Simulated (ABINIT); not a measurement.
Runs of ABINIT 10.8.3 (patched build) on Sn. It takes space group Fd-3m (No. 227, cubic). Conventional cell: a = 6.467 Å, b = 6.467 Å, c = 6.467 Å, α = 90.00°, β = 90.00°, γ = 90.00°. Sn (site symmetry -43m) has 4 Sn at 2.80 Å as nearest neighbours. This isn't the form of Sn at room conditions, which is tetragonal (white tin).

| task | potentials or basis | cell | k mesh | cutoff (eV) | smearing | fine-grid cutoff | cutoff smearing ecutsm (Ha) | stop of the response cycle (tolvrs) | q points | q points (reduced) | gap on the mesh (eV) | pressure (GPa) |
| --- | --- | --- | --- | --- | --- | --- | --- | --- | --- | --- | --- | --- |
| single point | Ansatz PAW PBE default generated set, frozen core | cell relaxed | 5 × 5 × 5 | 419 | fermi-dirac 0.05 eV | 838.111 eV | - | - | - | - | none | 0.0 |
| phonons at a zone-boundary q | Ansatz PAW PBE default generated set, frozen core | cell relaxed at zero pressure by an earlier run | 8 × 8 × 8 | 419 | cold (ABINIT) 0.1 eV | 838.111 eV | 0.5 | 1e-08 | ["L"] | [[0.5, 0.5, 0.5]] | none | (a) |
| single point | PseudoDojo NC SR PBEsol v0.4.1 standard | as given | 5 × 5 × 5 | 871 | fermi-dirac 0.05 eV | - | - | - | - | - | none | 0.8 |
| relaxation of cell and atoms | Ansatz PAW PBE default generated set, frozen core | relaxed | 5 × 5 × 5 | 419 | fermi-dirac 0.05 eV | 838.111 eV | 0.5 | - | - | - | none | 0.0 |
| phonons | PseudoDojo NC SR PBEsol v0.4.1 standard | as given | 8 × 8 × 8 | 871 | fermi-dirac 0.136 eV | - | - | 1e-10 | - | - | none | 0.6 |

Alike in all rows: level PBEsol; no spin polarisation.

Task: Fill in the values left out.

Result: (a) -0.2.

Caveats: the PAW data sets were made with another functional, which shifts forces and pressure a little (some runs); some modes are imaginary (some runs).

A k mesh can miss the band edges, and the runs leave out spin-orbit coupling on Sn.

A gap of «none» marks a metal or a gap under the smearing width.

Runs at the PBE level aren't shown here.
